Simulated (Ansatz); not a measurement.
Crystal: CoH.

```xyz
2
Lattice="0.0000 1.8430 1.8430 1.8430 0.0000 1.8430 1.8430 1.8430 0.0000" Properties=species:S:1:pos:R:3 pbc="T T T"
Co    0.0000    0.0000    0.0000
H     1.8430    1.8430    1.8430
```

The cell comes from a database or a generator and needn't be the stable form of this composition.

- Program: Ansatz 0.2.0
- Task: relaxation of cell and atoms
- Functional: r2SCAN
- Potentials or basis: Ansatz PAW
- Cutoff: 500 eV (not typed: the program's choice for these potentials)
- k mesh: 12 × 12 × 12
- Occupations: fermi-dirac, width 0.05 eV
- Spin: collinear spin, ferromagnetic start
- Starting moments: [2.0, 0.0] μB
- Hubbard terms: Co d U = 5 eV

At the start: volume 6.26 Å³/atom.

Problem. Where does the relaxation end?

Solution. It ends after 9 steps and the volume is 7.68 Å³/atom (+22.7 %); space group Fm-3m (No. 225, to 0.05 Å); moment 1.99 μB per cell.

Step by step:
```csv
step,energy change (eV),largest force (eV/Å),volume (Å³)
1,0.0000,0.0000,12.52
2,-0.2358,0.0000,13.98
3,-0.2856,0.0000,14.93
4,-0.2895,0.0000,15.27
5,-0.2895,0.0000,15.33
6,-0.2954,0.0000,15.33
7,-0.2953,0.0000,15.36
8,-0.2954,0.0000,15.36
9,-0.2954,0.0000,15.36
```

Final structure:
```
Co H
1.0
     0.00000    1.97290    1.97290
     1.97290    0.00000    1.97290
     1.97290    1.97290    0.00000
Co H
1 1
Direct
  0.00000 0.00000 0.00000
  0.50000 0.50000 0.50000
```

Caveat: the magnetic or orbital state may not be the lowest; the volume moved by over 15 % at a fixed basis, so the end points are rough; the plane-wave basis is chosen anew once the cell has moved, so the energies of steps on either side of that aren't comparable; the PAW data sets come from PBE, with cores solved anew for the run's functional, which leaves a small shift of forces and pressure; the U is typed as a test and isn't derived for this compound.
